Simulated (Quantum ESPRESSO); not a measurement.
The system is CuI (Marshite).

```
CELL_PARAMETERS angstrom
0.00000 3.03150 3.03150
3.03150 0.00000 3.03150
3.03150 3.03150 0.00000
ATOMIC_POSITIONS crystal
I 0.00000 0.00000 0.00000
Cu 0.75000 0.75000 0.75000
```

| Quantity | Value |
| --- | --- |
| Program | Quantum ESPRESSO 7.5 |
| Task | phonons |
| Functional | LDA |
| Potentials or basis | GBRV 1.5 LDA |
| Cutoff | 762 eV |
| Density cutoff | 6095 eV |
| k mesh | 4 × 4 × 4, shifted |
| Occupations | fermi-dirac, width 0.05 eV |
| Spin | no spin polarisation |
| Form of the LDA correlation | PZ81 |
| Mixing beta | 0.5 |
| Most SCF iterations | 120 |
| SCF threshold | 4e-10 Ry |

The cell and the atoms were relaxed first, to 25.21 Å³/atom (a = 4.147 Å, b = 4.147 Å, c = 4.147 Å, α = 60.00°, β = 60.00°, γ = 60.00°), and the response was taken there.

The first run showed a gap, so the response started from a second, tighter run with fixed occupations.

Question: How polar is the lattice: what are the Born charges, the two dielectric constants and the LO-TO splitting?

Answer: Born charges ±0.96 e; dielectric constants 6.94 (electrons alone) and 7.82 (static); transverse and longitudinal modes at 156 and 166 cm⁻¹.

Caveat: the mesh is thin for the dielectric tensor, Born charges and intensities, which usually come out too large.
